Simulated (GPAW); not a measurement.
Al: equation of state with PBE+D3

**The experiment to reproduce.**

From “The interpretation of polycrystalline coherent inelastic neutron scattering from aluminium”, 2013, pmc:3831299, for a bulk crystal of Al: bulk modulus 76.9 GPa.

Al:

```
Al
1.0
     0.00000    2.02481    2.02481
     2.02481    0.00000    2.02481
     2.02481    2.02481    0.00000
Al
1
Direct
  0.00000 0.00000 0.00000
```

- Program: GPAW 26.7.0
- Task: equation of state
- Functional: PBE
- Dispersion: D3
- Potentials or basis: GPAW PAW data sets (gpaw-data 1.2.1)
- Cutoff: 600 eV
- Basis: pw
- k mesh: 11 × 11 × 11
- Occupations: fermi-dirac, width 0.05 eV
- Spin: no spin polarisation

```json
{
 "Equilibrium volume": "16.15 Å³/atom",
 "Bulk modulus": "84 GPa",
 "Pressure derivative of the bulk modulus": "4.6"
}
```

Energy against volume, from the lowest point:
```tsv
volume (Å³/atom)	energy (meV/atom)
15.607	4.97
15.939	0.56
16.271	0.00
16.603	2.89
16.935	8.84
17.267	17.52
17.599	28.64
```

Wall time 37 s on 1 thread of Arm Neoverse V1, with other jobs on the host, peak memory 0.16 GiB.

Measured bulk modulus of Al: 76.9 GPa (quoted in “The interpretation of polycrystalline coherent inelastic neutron scattering from aluminium”, 2013, pmc:3831299). This calculation gives 84 GPa (+9.2 %). The fit is for a static lattice scaled at fixed shape and fixed fractional positions. The cell as given is a measured one (16.60 Å³/atom); PBE+D3 puts the equilibrium volume -2.7 % from it, thermal expansion not counted.
